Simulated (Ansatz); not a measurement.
Predict the output of the script below (Ansatz 0.2.0 through its Python package).

The script, `convert_zro2.py`:
```python
"""Write the input file for ZrO2 without running it."""

import logging
import sys

import ansatz as az

logging.basicConfig(stream=sys.stdout, format="%(levelname)s %(message)s")
log = logging.getLogger("calc")
log.setLevel(logging.INFO)

lattice = az.Lattice.of(
    (3.5961, 0.0, 0.0),
    (0.0, 3.5961, 0.0),
    (0.0, 0.0, 5.177),
)
sites = [
    ("Zr", (0.0, 0.0, 0.0)),
    ("Zr", (0.5, 0.5, 0.5)),
    ("O", (0.0, 0.5, 0.203)),
    ("O", (0.0, 0.5, 0.703)),
    ("O", (0.5, 0.0, 0.297)),
    ("O", (0.5, 0.0, 0.797)),
]
crystal = az.Crystal(lattice=lattice)
for symbol, position in sites:
    crystal = crystal.atom(symbol, position)

calculation = (
    crystal.calculation()
    .functional("r2SCAN")
    .basis(550)
    .kpoints(mesh=(6, 6, 4), shift=0.5)
    .occupations("fixed")
    .mixing("broyden", ndim=6, beta=0.6)
    .relax(cell=True, pressure=1)
)
print(calculation.to_yaml(atoms="all"))
```

`python convert_zro2.py` gives:
```text
crystal:
  lattice:
    - [3.5961, 0.0, 0.0]
    - [0.0, 3.5961, 0.0]
    - [0.0, 0.0, 5.177]
  atoms:
    - { symbol: Zr, position: [0.0, 0.0, 0.0] }
    - { symbol: Zr, position: [0.5, 0.5, 0.5] }
    - { symbol: O, position: [0.0, 0.5, 0.203] }
    - { symbol: O, position: [0.0, 0.5, 0.703] }
    - { symbol: O, position: [0.5, 0.0, 0.297] }
    - { symbol: O, position: [0.5, 0.0, 0.797] }
basis:
  ecutwfc: 550.0
kpoints:
  mp_grid:
    grid: [6, 6, 4]
    shift: [0.5, 0.5, 0.5]
hamiltonian:
  xc: r2scan
scf:
  mixing:
    algorithm: broyden
    beta: 0.6
    ndim: 6
  occupations:
    method: fixed
relax:
  cell:
    p_target: 1.0
```

The input is only written out: it wasn't run, and its settings aren't tested. Fixed occupations are right only where the crystal has a gap.
